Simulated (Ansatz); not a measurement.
## As under changes of volume

One of the cells (19.764 Å³/atom); the others are scaled copies at fixed shape and fractional positions:

```
As
1.0
     2.70368    0.00000    0.00000
     0.00000    2.70368    0.00000
     0.00000    0.00000    2.70368
As
1
Cartesian
  1.3518 1.3518 1.3518
```

This isn't the form of As at room conditions, which is rhombohedral.

| Quantity | Value |
| --- | --- |
| Program | Ansatz 0.2.0 |
| Functional | PBEsol |
| Potentials or basis | Ansatz PAW |
| Cutoff | 420 eV (not typed: the program's choice for these potentials) |
| k mesh | 10 × 10 × 10 |
| Occupations | fermi-dirac, width 0.05 eV |
| Spin | no spin polarisation |

```tsv
volume (Å³/atom)	energy over the lowest point (meV/atom)	pressure (GPa)
18.578	10.98	4.4
18.973	?	?
19.368	0.00	0.2
19.764	1.67	-1.6
20.159	7.48	-3.2
20.554	17.05	-4.6
20.949	30.01	-5.9
```

Task: What does the run at 18.973 Å³/atom give?

Result: Energy over the lowest point 2.92 meV/atom; pressure 2.2 GPa.

Worked out: A Birch-Murnaghan fit of order 3 (a polynomial in V^(-2/3)) to the other rows has its minimum at 19.42 Å³/atom with B0 = V·E''(V) = 90 GPa and B' = 4.0. It gives 2.95 meV/atom at 18.973 Å³/atom, against the run's 2.92, and -dE/dV = 2.2 GPa, against 2.2.

Energies are extrapolated to zero smearing.

Caveats: the PAW data sets come from PBE, with cores solved anew for the run's functional, which leaves a small shift of forces and pressure.
